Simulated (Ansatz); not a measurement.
## Stress against strain in AlN

```yaml
crystal:
  lattice:
    - [0.00000, 1.97800, 1.97800]
    - [1.97800, 0.00000, 1.97800]
    - [1.97800, 1.97800, 0.00000]
  atoms:
    - { symbol: Al, position: [0.00000, 0.00000, 0.00000] }
    - { symbol: N, position: [0.50000, 0.50000, 0.50000] }
```

Atoms are numbered in the order listed.

The geometry is COD entry 1523095, unchecked; take it as a test cell.

These are results of DFT, LDA, all-electron LAPW, scalar-relativistic (Ansatz 0.2.0), not measurements.

Sampling and basis: a Γ-centred 10×10×10 k mesh, Fermi–Dirac smearing of 0.02 eV, basis error target 1 meV/atom, no spin polarisation.

The strain is applied along the Cartesian axes of the cell as listed (the other components stay zero). Fractional coordinates are held (clamped ions).

σ is the change of stress from the unstrained cell, which is at 12.45 GPa; tension is positive, so slopes are stress–strain coefficients at that pressure.

Only quantities that a quadratic follows smoothly over the whole series are listed; rougher ones are left out.

| εzz | σzz (GPa) | σxx (GPa) |
| --- | --- | --- |
| -0.0300 | -20.82 | -6.16 |
| -0.0200 | -13.11 | -4.03 |
| 0.0000 | 0.00 | 0.00 |
| 0.0100 | 5.53 | 1.90 |
| 0.0200 | 10.47 | 3.72 |
| 0.0300 | 14.86 | 5.46 |

(1) Fit the series and read off the stiffness at zero strain.

(2) One run, at εzz = -0.0100, is withheld. Predict its row.

## Answers

(1) Least-squares fits y = p0 + p1 x + p2 x² to the rows give σzz (GPa): p1 = 593, p2 = -3300; σxx (GPa): p1 = 194, p2 = -390. So C11 = 593 GPa and C12 = 194 GPa, which gives B = (C11 + 2 C12)/3 = 327 GPa.

(2) The fits give -6.28, -1.97; the run gave -6.19, -1.97.
